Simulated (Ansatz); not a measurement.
A run of Ansatz 0.2.0:

The input input.yaml:

```yaml
crystal:
  lattice:
    - [0.0, 2.365, 2.365]
    - [2.365, 0.0, 2.365]
    - [2.365, 2.365, 0.0]
  atoms:
    - { symbol: Zr, position: [0.5, 0.5, 0.5] }
    - { symbol: C, position: [0.0, 0.0, 0.0] }
hamiltonian:
  xc: { exchange: pbe, correlation: pbe, exx: { coeff: 0.1 } }
  pseudopotentials: { kind: paw }
kpoints:
  mp_grid: { grid: [6, 6, 6] }
scf:
  occupations: { method: fermi_dirac, width: 0.05 }
output:
  forces: true
  stress: true
  eigenvalues: true
```

Potentials or basis: Ansatz PAW.

Run with:

```console
$ ansatz run input.yaml --threads 2 --pin off --max-ram 5632MiB --backend cpu --events-out ev --progress --plain --runs-dir out
```

Hardware: 2 threads of Arm Neoverse V1 (shared host).

Task: How long does it take, and how much memory?

Result: Wall time 14 s on 2 threads of Arm Neoverse V1, on a shared host, peak memory 0.86 GiB. Counts: scf iterations 15, plane waves 531, k points 16, bands 12.
